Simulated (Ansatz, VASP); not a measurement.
Au: VASP beside Ansatz

```xyz
2
Lattice="2.9287 0.0000 0.0000 -1.4644 2.5363 0.0000 0.0000 0.0000 4.9283" Properties=species:S:1:pos:R:3 pbc="T T T"
Au    0.0000    1.6909    3.6962
Au    1.4644    0.8454    1.2321
```

Change from the starting cell: volume scaled by 1.03.

Alike in both runs: task single point; functional PBE; k mesh 14 × 14 × 8; occupations fermi-dirac, width 0.03 eV; no spin polarisation.

```csv
,VASP,Ansatz
version,VASP 6.6.1,Ansatz 0.2.0
potentials or method,"VASP PAW PBE potentials, release 64 (Au), cutoff 520 eV","all-electron LAPW, scalar-relativistic"
```

|  | VASP | Ansatz | Ansatz less VASP |
| --- | --- | --- | --- |
| pressure (GPa) | -2.2 | -2.0 | +0.20 |
| largest component of the traceless stress (GPa) | 0.18 | 0.17 | -0.007 |

Ansatz ran all-electron here, so the differences hold the error of VASP's frozen core and of both bases.

Spin-orbit coupling is left out, which matters for the levels of Au.
